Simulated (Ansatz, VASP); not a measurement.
# One calculation of NiO, two programs

INCAR

```
  PREC = Accurate
  ENCUT = 520
  EDIFF = 1E-6
  ISMEAR = 0
  SIGMA = 0.05
  LREAL = False
  LASPH = True
  NELM = 150
  ALGO = Normal
  ISIF = 2
  LWAVE = False
  LCHARG = False
  ISPIN = 2
  MAGMOM = 1.58 0
  LORBIT = 11
  LMAXMIX = 4
  GGA = PE
  NBANDS = 19
```

Contents of KPOINTS:

```
regular mesh
0
Gamma
  12 12 12
```

POSCAR

```
NiO
1.0
    0.0000000000      2.2106662646      2.2106662646
    2.2106662646      0.0000000000      2.2106662646
    2.2106662646      2.2106662646      0.0000000000
Ni O
1 1
Direct
    0.0000000000      0.0000000000      0.0000000000
    0.2500000000      0.2500000000      0.2500000000
```

Input for Ansatz:

```yaml
crystal:
  lattice:
    - [0.0, 2.2106662646, 2.2106662646]
    - [2.2106662646, 0.0, 2.2106662646]
    - [2.2106662646, 2.2106662646, 0.0]
  atoms:
    - { symbol: Ni, position: [0.0, 0.0, 0.0], spin: 1.58 }
    - { symbol: O, position: [0.25, 0.25, 0.25] }
basis:
  ecutwfc: 420
  ecutrho_ratio: 4
kpoints:
  mp_grid: { grid: [12, 12, 12] }
hamiltonian:
  xc: pbe
scf:
  occupations: { method: gaussian, width: 0.05 }
output:
  forces: true
  stress: true
  eigenvalues: true
  populations: true
magnetization:
  spin_polarized: true
```

Alike in both runs: task single point; functional PBE; k mesh 12 × 12 × 12; occupations gaussian, width 0.05 eV; collinear spin.

```csv
,VASP,Ansatz
version,VASP 6.6.1,Ansatz 0.2.0
potentials or method,"VASP PAW PBE potentials, release 64 (Ni, O)","scalar-relativistic, plane waves, PAW"
plane-wave cutoff (eV),520,420
valence electrons in the cell,16,24
```

|  | VASP | Ansatz | Ansatz less VASP |
| --- | --- | --- | --- |
| gap on the k mesh at the Fermi level (eV) | none | none | - |
| pressure (GPa) | 6.3 | 6.2 | -0.16 |
| net moment per atom (μB) | 0.90 | 0.92 | +0.019 |
| size of the moment on the site where the two differ most (μB) | 1.42 | 1.40 | -0.022 |

Site moments also hang on the region over which each program counts them. A gap of «none» marks a metal or a gap that the smearing closes. The two sets of potentials don't hold the same shells in valence.

Caveats: a cell with one magnetic atom can't hold antiferromagnetic order, which such compounds often take; semilocal functionals often make such compounds metallic where correlation or magnetic order opens a gap, which also shifts bond lengths.
